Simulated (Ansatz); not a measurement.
Ti$_{3}$SiC$_{2}$:
Space group P6₃/mmc (No. 194); a = b = 3.072 Å, c = 17.727 Å, α = β = 90.00°, γ = 120.00°

| atom | site | symmetry | x | y | z |
|---|---|---|---|---|---|
| Si | 2b | -6m2 | 0.0000 | 0.0000 | 0.2500 |
| C | 4f | 3m. | 0.6667 | 0.3333 | 0.0723 |
| Ti | 4f | 3m. | 0.3333 | 0.6667 | 0.1349 |
| Ti | 2a | -3m. | 0.0000 | 0.0000 | 0.0000 |

Relaxed with PBE.

Decompose the optical modes at the zone centre into irreducible representations, and say which are infrared and Raman allowed.

Point group 6/mmm: Γ_opt = 2A1g + 3A2u + 3B1g + 3B2u + 2E1g + 3E1u + 3E2g + 3E2u. Infrared: A2u, E1u. Raman: A1g, E1g, E2g.

Assign frequencies (DFPT, the program Ansatz at the PBE level (PAW)).

E2u 90, E2g 129, B2u 133, E1g 189, E1u 192, B1g 199, E2g 221, E2u 272, E1u 273, A1g 274, A2u 329, B1g 375, B2u 400, A2u 430, B2u 559, A2u 564, E1g 608, E1u 608, E2u 608, E2g 609, B1g 662, A1g 665 cm⁻¹.

Subscripts of B labels follow the axes of the standard setting.

Space group P6_3/mmc. Symmetry was held in the PBE relaxation. The run is not spin-polarised. As this level gives no gap, phonon frequencies hold no LO–TO term and depend on the k-mesh and smearing (Fermi–Dirac, 0.1 eV here).

Potentials: the later of the program's two PAW sets.
